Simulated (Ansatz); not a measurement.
# Stress against strain in BP

```
CELL_PARAMETERS angstrom
0.00000 2.26900 2.26900
2.26900 0.00000 2.26900
2.26900 2.26900 0.00000
ATOMIC_POSITIONS crystal
B 0.00000 0.00000 0.00000
P 0.75000 0.75000 0.75000
```

Atoms are numbered in the order listed.

The cell is COD entry 9008835, as deposited and not checked against the literature; nothing was relaxed.

Method: Ansatz 0.2.0, DFT, PBE, all-electron LAPW, scalar-relativistic.

Sampling and basis: a Γ-centred 15×15×15 k mesh, Fermi–Dirac smearing of 0.05 eV, basis error target 1 meV/atom, no spin polarisation.

The strain is applied along the Cartesian axes of the cell as listed (the other components stay zero). Fractional coordinates are held (clamped ions).

σ is the change of stress from the unstrained cell, which is at 1.09 GPa; tension is positive, so slopes are stress–strain coefficients at that pressure.

Only quantities that a quadratic follows smoothly over the whole series are listed; rougher ones are left out.

| εxx = εyy | σzz (GPa) | σxx (GPa) |
| --- | --- | --- |
| -0.0300 | -5.37 | -14.29 |
| -0.0200 | -3.40 | -9.15 |
| 0.0000 | 0.00 | 0.00 |
| 0.0100 | 1.46 | 4.05 |
| 0.0200 | 2.77 | 7.77 |
| 0.0300 | 3.96 | 11.19 |

**Question.** Fit the series and read off the stiffness at zero strain.

**Answer.** Least-squares fits y = p0 + p1 x + p2 x² to the rows give σzz (GPa): p1 = 155, p2 = -780; σxx (GPa): p1 = 424, p2 = -1700. So 2 C12 = 155 GPa and C11 + C12 = 424 GPa.

**Question.** One run, at εxx = εyy = -0.0100, is withheld. Predict its row.

**Answer.** The fits give -1.63, -4.42; the run gave -1.61, -4.39.
